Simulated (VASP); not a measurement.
# TiS2 (P-3m1) in VASP: relaxation of cell and atoms with LDA

Aim: the relaxation of cell and atoms of TiS2 with LDA.

All numbers are computed with VASP 6.6.1; they aren't measurements. Logs are shortened: lines on timing, memory, paths and dates and some standing lists are left out, and cuts for length are marked.

## Step 1: The structure

The structure is trigonal, space group P-3m1 (No. 164). Conventional cell: a = 3.314 Å, b = 3.314 Å, c = 5.447 Å, α = 90.00°, β = 90.00°, γ = 120.00°. Around Ti (site symmetry -3m) lie 6 S at 2.38 Å. S (site symmetry 3m) is surrounded by 3 Ti at 2.38 Å.

## Step 2: Relaxation of cell and atoms, LDA

Input file INCAR:

```
SYSTEM = TiS2
ALGO = Normal
EDIFF = 1E-7
EDIFFG = -0.005
ENCUT = 600
IBRION = 2
ISIF = 3
ISMEAR = 1
KPAR = 2
LASPH = .True.
LCHARG = .False.
LREAL = .False.
LWAVE = .False.
NELM = 80
NSW = 90
PREC = Accurate
SIGMA = 0.1
```

Input file KPOINTS:

```
k-points
0
Gamma
  12 12 7
  0 0 0
```

Input file POSCAR:

```
TiS2                                    
1.0
    3.3143739951     -0.0000000000      0.0000000000
   -1.6571869975      2.8703320774     -0.0000000000
   -0.0000000000      0.0000000000      5.4468436834
  Ti              S             
     1     2
Direct
     0.0000000000000000    0.0000000000000000    0.0000000000000000
     0.3333333332999970    0.6666666667000030    0.2612242069326095
     0.6666666667000030    0.3333333332999970    0.7387757930673906
```

Potentials or basis: VASP PAW LDA potentials, release 64 (Ti_sv, S).

On the command line:

```bash
$ cat potpaw_LDA.64/Ti_sv/POTCAR potpaw_LDA.64/S/POTCAR > POTCAR
$ mpirun -np 2 vasp_std > vasp.out
```

OUTCAR:

```text
SYSTEM = TiS2
   EDIFF = 1E-7
   EDIFFG = -0.005
   ENCUT = 600
   IBRION = 2
   ISIF = 3
   ISMEAR = 1
   LASPH = .True.
   LREAL = .False.
   NELM = 80
   NSW = 90
   PREC = Accurate

 ion  position               nearest neighbor table
   1  0.000  0.000  0.000-   2 2.38   3 2.38   2 2.38   3 2.38   3 2.38   2 2.38
   2  0.333  0.667  0.261-   1 2.38   1 2.38   1 2.38
   3  0.667  0.333  0.739-   1 2.38   1 2.38   1 2.38

  LATTYP: Found a hexagonal cell.
 ALAT       =     3.3143739951
 C/A-ratio  =     1.6434004405

  Lattice vectors:

 A1 = (   3.3143739951,   0.0000000000,   0.0000000000)
 A2 = (  -1.6571869975,   2.8703320774,   0.0000000000)
 A3 = (   0.0000000000,   0.0000000000,   5.4468436834)

Analysis of symmetry for initial positions (statically):
=====================================================================
 Subroutine PRICEL returns:
 Original cell was already a primitive cell.

 Routine SETGRP: Setting up the symmetry group for a
 hexagonal supercell.

 Subroutine GETGRP returns: Found 12 space group operations
 (whereof 12 operations were pure point group operations)
 out of a pool of 24 trial point group operations.

The static configuration has the point symmetry D_3d.

Analysis of symmetry for dynamics (positions and initial velocities):
=====================================================================
 Subroutine PRICEL returns:
 Original cell was already a primitive cell.

 Routine SETGRP: Setting up the symmetry group for a
 hexagonal supercell.

 Subroutine GETGRP returns: Found 12 space group operations
 (whereof 12 operations were pure point group operations)
 out of a pool of 24 trial point group operations.

The dynamic configuration has the point symmetry D_3d.

 Subroutine INISYM returns: Found 12 space group operations
 (whereof 12 operations are pure point group operations),
 and found     1 'primitive' translations

----------------------------------------------------------------------------------------

                                     Primitive cell

  volume of cell :      51.8178

  direct lattice vectors                    reciprocal lattice vectors
     3.314373995  0.000000000  0.000000000     0.301716101  0.174195872  0.000000000
    -1.657186997  2.870332077  0.000000000     0.000000000  0.348391745  0.000000000
     0.000000000  0.000000000  5.446843683     0.000000000  0.000000000  0.183592564

  length of vectors
     3.314373995  3.314373995  5.446843683     0.348391745  0.348391745  0.183592564

  position of ions in fractional coordinates (direct lattice)
     0.000000000  0.000000000  0.000000000
     0.333333333  0.666666667  0.261224207
     0.666666667  0.333333333  0.738775793

  ion indices of the primitive-cell ions
   primitive index   ion index
                 1           1
                 2           2
                 3           3

----------------------------------------------------------------------------------------

 KPOINTS: k-points

Automatic generation of k-mesh.
 Grid dimensions read from file:
 generate k-points for:   12   12    7

 Generating k-lattice:

  Cartesian coordinates                     Fractional coordinates (reciprocal lattice)
     0.025143008  0.014516323  0.000000000     0.083333333  0.000000000  0.000000000
     0.000000000  0.029032645  0.000000000     0.000000000  0.083333333  0.000000000
     0.000000000  0.000000000  0.026227509     0.000000000  0.000000000  0.142857143

  Length of vectors
     0.029032645  0.029032645  0.026227509

  Shift w.r.t. Gamma in fractional coordinates (k-lattice)
     0.000000000  0.000000000  0.000000000

 Subroutine IBZKPT returns following result:
 ===========================================

 Found    112 irreducible k-points:

 Following reciprocal coordinates:
            Coordinates               Weight
  0.000000  0.000000  0.000000      1.000000
  0.083333  0.000000  0.000000      6.000000
  0.166667 -0.000000  0.000000      6.000000
  0.250000 -0.000000  0.000000      6.000000
  0.333333  0.000000  0.000000      6.000000
  0.416667  0.000000  0.000000      6.000000
[... 16 lines left out ...]
  0.166667 -0.000000  0.142857      6.000000
  0.000000  0.166667  0.142857      6.000000
 [... further k-points ...]
   k-points           NKPTS =    112   k-points in BZ     NKDIM =    112   number of bands    NBANDS=     16
   number of dos      NEDOS =    301   number of ions     NIONS =      3
   total plane-waves  NPLWV =  37632
   dimension x,y,z NGX =    28 NGY =   28 NGZ =   48
   dimension x,y,z NGXF=    56 NGYF=   56 NGZF=   96
   ions per type =               1   2
   NGX,Y,Z   is equivalent  to a cutoff of  14.04, 14.04, 14.65 a.u.
   NGXF,Y,Z  is equivalent  to a cutoff of  28.09, 28.09, 29.30 a.u.
 SYSTEM =  TiS2
   PREC   = accura    normal or accurate (medium, high low for compatibility)
   ISTART =      0    job   : 0-new  1-cont  2-samecut
   ICHARG =      2    charge: 1-file 2-atom 10-const
   ISPIN  =      1    spin polarized calculation?
   LNONCOLLINEAR =      F non collinear calculations
   LSORBIT =      F    spin-orbit coupling
   LASPH  =      T    aspherical Exc in radial PAW
   ENCUT  =  600.0 eV  44.10 Ry    6.64 a.u.   6.62  6.62 10.88*2*pi/ulx,y,z
   NELM   =     80;   NELMIN=  2; NELMDL= -5     # of ELM steps
   EDIFF  = 0.1E-06   stopping-criterion for ELM
   LREAL  =      F    real-space projection
   EDIFFG = -.5E-02   stopping-criterion for IOM
   NSW    =     90    number of steps for IOM
   IBRION =      2    ionic relax: 0-MD 1-quasi-New 2-CG
   NFREE  =      1    steps in history (QN), initial steepest desc. (CG)
   ISIF   =      3    stress and relaxation
   ISYM   =      2    0-nonsym 1-usesym 2-fastsym
   POTIM  = 0.5000    time-step for ionic-motion
   TEBEG  =    0.0;   TEEND  =   0.0 temperature during run
   PSTRESS=    0.0 pullay stress
   NELECT =      24.0000    total number of electrons
   NUPDOWN=      -1.0000    fix difference up-down
   EMIN   =  10.00;   EMAX   =-10.00  energy-range for DOS
   EFERMI =   0.00;   METHOD = LEGACY
   ISMEAR =     1;   SIGMA  =   0.10  broadening in eV -4-tet -1-fermi 0-gaus
   EFERMI_NEDOS =   21; number of points for ismear=-14 and -15
   IALGO  =     38    algorithm
   IMIX   =      4    mixing-type and parameters
     AMIX     =   0.40;   BMIX     =  1.00
     AMIX_MAG =   1.60;   BMIX_MAG =  1.00
  volume/ion in A,a.u.               =      17.27       116.56
  Fermi-wavevector in a.u.,A,eV,Ry     =   1.266638  2.393598 21.828791  1.604371
  Thomas-Fermi vector in A             =   2.399828
   LORBIT       =      0    0 simple, 1 ext, 2 COOP (PROOUT), +10 PAW based schemes
   GGA     = CA    functional components
   LHFCALC =     F    Hartree Fock is set to
   AEXX    =    0.0000 exact exchange contribution
   IVDW    =     0    specifies the selected vdW correction
   LEPSILON=     F    determine dielectric tensor
   LRPA    =     F    only Hartree local field effects (RPA)
 conjugate gradient relaxation of ions
 non-spin polarized calculation
 Methfessel and Paxton  Order N= 1 SIGMA  =   0.10
  energy-cutoff  :      600.00
  volume of cell :       51.82
 maximum number of plane-waves:      1762
 NGX is ok and might be reduce to    28
   NGX = 13   NGY = 13   NGZ = 21

--------------------------------------- Ionic step        1  -------------------------------------------

 number of electron      24.0000003 magnetization

 Free energy of the ion-electron system (eV)
  ---------------------------------------------------
  ext. energy  EPLUGINS =         0.00000000
  ---------------------------------------------------
  free energy    TOTEN  =       -22.03106356 eV

  energy without entropy =      -22.03124007  energy(sigma->0) =      -22.03112240

------------------------ aborting loop because EDIFF is reached ----------------------------------------

  FORCE on cell =-STRESS in cart. coord.  units (eV):
  Direction    XX          YY          ZZ          XY          YZ          ZX
  --------------------------------------------------------------------------------------
  -------------------------------------------------------------------------------------
  Total       -0.0206884     -0.0206884      0.0081541     -0.0000000      0.0000000     -0.0000000
  in kB       -0.6396741     -0.6396741      0.2521200     -0.0000000      0.0000000     -0.0000000
  external PRESSURE =      -0.3424094 kB  Pullay stress =       0.0000000 kB
[... 96 lines left out ...]
  energy  without entropy=      -22.0312538887  energy(sigma->0) =      -22.03113168

--------------------------------------- Ionic step        4  -------------------------------------------

 number of electron      24.0000003 magnetization

 Free energy of the ion-electron system (eV)
  ---------------------------------------------------
  ext. energy  EPLUGINS =         0.00000000
  ---------------------------------------------------
  free energy    TOTEN  =       -22.03107297 eV

  energy without entropy =      -22.03126244  energy(sigma->0) =      -22.03113613

 E-fermi :   6.4426     XC(G=0): -10.9655

 val. band max:        6.4349437980   @ k =   0.0000   0.3333   0.2857
 cond. band min:       6.4557942027   @ k =   0.4167   0.0000   0.4286
 fundamental gap:      0.0208504047
 Fermi energy:         6.4425948296

 k-point     1 :       0.0000    0.0000    0.0000
  band No.  band energies     occupation
      1     -50.2246      2.00000
      2     -26.8722      2.00000
      3     -26.8055      2.00000
      4     -26.8055      2.00000
      5      -7.7271      2.00000
      6      -5.6434      2.00000
[... 8 lines left out ...]
     15       7.2683     -0.00000
     16      10.0606      0.00000
[... 420 lines left out ...]
  band No.  band energies     occupation
      1     -50.2197      2.00000
      2     -26.8627      2.00000
      3     -26.8530      2.00000
      4     -26.8162      2.00000
      5      -7.3017      2.00000
      6      -5.6829      2.00000
[... 8 lines left out ...]
     15       8.1712     -0.00000
     16       9.8595      0.00000

 [... further k-points ...]

------------------------ aborting loop because EDIFF is reached ----------------------------------------

  FORCE on cell =-STRESS in cart. coord.  units (eV):
  Direction    XX          YY          ZZ          XY          YZ          ZX
  --------------------------------------------------------------------------------------
  -------------------------------------------------------------------------------------
  Total        0.0002947      0.0002947     -0.0038424      0.0000000     -0.0000000      0.0000000
  in kB        0.0091157      0.0091157     -0.1188504      0.0000000     -0.0000000      0.0000000
  external PRESSURE =      -0.0335397 kB  Pullay stress =       0.0000000 kB
[... 18 lines left out ...]
  FREE ENERGIE OF THE ION-ELECTRON SYSTEM (eV)
  ---------------------------------------------------
  free  energy   TOTEN  =       -22.0310729724 eV

  energy  without entropy=      -22.0312624363  energy(sigma->0) =      -22.03113613

 reached required accuracy - stopping structural energy minimisation
```

Wall time 73 s (2 MPI ranks of AMD EPYC 9R45 (Zen 5), shared host); peak memory 0.21 GiB.

Results:

```
Free energy                            : -22.0311 eV
Relaxed volume                         : 17.27 Å³/atom
Relaxed cell                           : a = 3.313 Å, b = 3.313 Å, c = 5.450 Å, α = 90.00°, β = 90.00°, γ = 120.00°
Space group after relaxing (to 0.05 Å) : P-3m1 (No. 164)
Energy gained by relaxing              : 0.0 meV/atom
Ionic steps                            : 4
Pressure after relaxing                : 0.0 GPa
Largest force after relaxing           : 0.003 eV/Å
Band gap on the k mesh                 : none (metal or under the smearing width)
```

Forces in eV/Å, atoms in the order of the input:
```
Ti   0.000  0.000  0.000
S    0.000  0.000 -0.003
S    0.000  0.000  0.003
```

Final structure:
```
CELL_PARAMETERS angstrom
3.31292 0.00000 0.00000
-1.65646 2.86907 0.00000
0.00000 0.00000 5.44953
ATOMIC_POSITIONS crystal
Ti 0.00000 0.00000 0.00000
S 0.33333 0.66667 0.26125
S 0.66667 0.33333 0.73875
```

Levels at points of the mesh, in eV from the Fermi level:
```
           k point  band 10  band 11  band 12  band 13  band 14  band 15
(0.00, 0.00, 0.00)     0.29     0.31     0.31     0.56     0.56     0.83
(0.50, 0.00, 0.00)    -3.00    -2.64    -1.62     0.15     1.77     2.25
```
